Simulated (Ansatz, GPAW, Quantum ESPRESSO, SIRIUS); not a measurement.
BaTiO3: programs and potentials compared

```
Ba Ti O
1.0
     2.82737    1.63238    2.31839
    -2.82737    1.63238    2.31839
     0.00000   -3.26476    2.31839
Ba Ti O
1 1 3
Direct
  0.00000 0.00000 0.00000
  0.48450 0.48450 0.48450
  0.50860 0.01750 0.50860
  0.01750 0.50860 0.50860
  0.50860 0.50860 0.01750
```

Alike in all runs: task single point; functional PBEsol; k mesh 7 × 7 × 7; occupations fermi-dirac, width 0.05 eV; no spin polarisation; no spin-orbit coupling. Pressure is positive in compression and, in plane waves, holds the error of the finite cutoff, which Ansatz's Pulay term estimates and takes out.

```csv
program and potentials,plane-wave cutoff (eV),notes,pressure (GPa),largest force (eV/Å)
"Ansatz, Ansatz PAW",420,"potentials made for PBE, which Ansatz adapts in part; Pulay term of +0.59 GPa included",-1.25,0.144
"GPAW, PAW data sets generated for this functional",800,-,0.30,0.204
"Ansatz, all-electron LAPW, scalar-relativistic",-,-,-1.25,0.144
"Quantum ESPRESSO, GBRV 1.5 PBEsol",612,-,-0.21,0.130
"SIRIUS, all-electron FP-LAPW, apw+lo standard",-,-,-,?
```

Question: Estimate from the other rows what the run with SIRIUS, all-electron FP-LAPW, apw+lo standard gave.

Answer: Largest force 0.145 eV/Å. The other rows, which needn't bracket it: pressure -1.25 to 0.30; largest force 0.130 to 0.204.
